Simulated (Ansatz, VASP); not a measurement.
# SiC3: VASP beside Ansatz

The input INCAR:

```
SYSTEM = SiC3
PREC = Accurate ; ENCUT = 600
EDIFF = 1E-7 ; ISMEAR = 0
SIGMA = 0.1 ; LREAL = .FALSE.
LASPH = .TRUE. ; NELM = 80
ALGO = Normal ; ISIF = 3
LWAVE = .FALSE. ; LCHARG = .FALSE.
GGA = PE ; IBRION = 2
NSW = 90 ; EDIFFG = -0.04
```

Contents of KPOINTS:

```
Automatic mesh
0
G
  6 6 4
  0 0 0
```

POSCAR

```
SiC3
1.0
    3.3598528600      0.0000000000      0.0000000000
    0.0000000000      3.3598528600      0.0000000000
    0.0000000000      0.0000000000      4.7515494800
Si C
1 3
Direct
    0.5000000000      0.5000000000      0.0000000000
    0.0000000000      0.5000000000      0.2500000000
    0.5000000000      0.0000000000      0.7500000000
    0.0000000000      0.0000000000      0.5000000000
```

Input for Ansatz:

```yaml
crystal:
  lattice:
    - [3.35985286, 0.0, 0.0]
    - [0.0, 3.35985286, 0.0]
    - [0.0, 0.0, 4.75154948]
  atoms:
    - { symbol: Si, position: [0.5, 0.5, 0.0] }
    - { symbol: C, position: [0.0, 0.5, 0.25] }
    - { symbol: C, position: [0.5, 0.0, 0.75] }
    - { symbol: C, position: [0.0, 0.0, 0.5] }
basis:
  ecutwfc: 420
kpoints:
  mp_grid: { grid: [6, 6, 4] }
hamiltonian:
  xc: pbe
scf:
  occupations: { method: gaussian, width: 0.1 }
  lower_state_search: "off"
output:
  forces: true
  stress: true
  eigenvalues: true
relax:
  adjacent_minimum: "off"
  f_tol: 0.04
  max_steps: 70
  cell: { stress_tol: 0.4 }
```

Alike in both runs: task relaxation of cell and atoms; functional PBE; k mesh 6 × 6 × 4; occupations gaussian, width 0.1 eV; no spin polarisation.

|  | VASP | Ansatz |
| --- | --- | --- |
| version | VASP 6.6.1 | Ansatz 0.2.0 |
| potentials or method | VASP PAW PBE potentials, release 64 (Si, C) | scalar-relativistic, plane waves, PAW |
| plane-wave cutoff (eV) | 600 | 420 |
| valence electrons in the cell | 16 | 16 |

Ansatz gave:

| Item | Value |
| --- | --- |
| gap on the k mesh at the Fermi level, each at its own relaxed structure (eV) | 1.60 |
| relaxed volume (Å³/atom) | 8.09 |
| relaxed cell length with the largest relative difference (Å) | 4.112 |
| energy change over the relaxation (meV/atom) | -1255 |

Q: Estimate VASP's values.

A: gap on the k mesh at the Fermi level, each at its own relaxed structure (eV): 1.60; relaxed volume (Å³/atom): 8.07; relaxed cell length with the largest relative difference (Å): 4.109; energy change over the relaxation (meV/atom): -1259.

Caveats: the volume moved by over 15 % at a fixed basis, so the end points are rough (VASP). A k mesh can miss the band edges. PBE gaps usually lie below the measured ones, often by a third to a half.
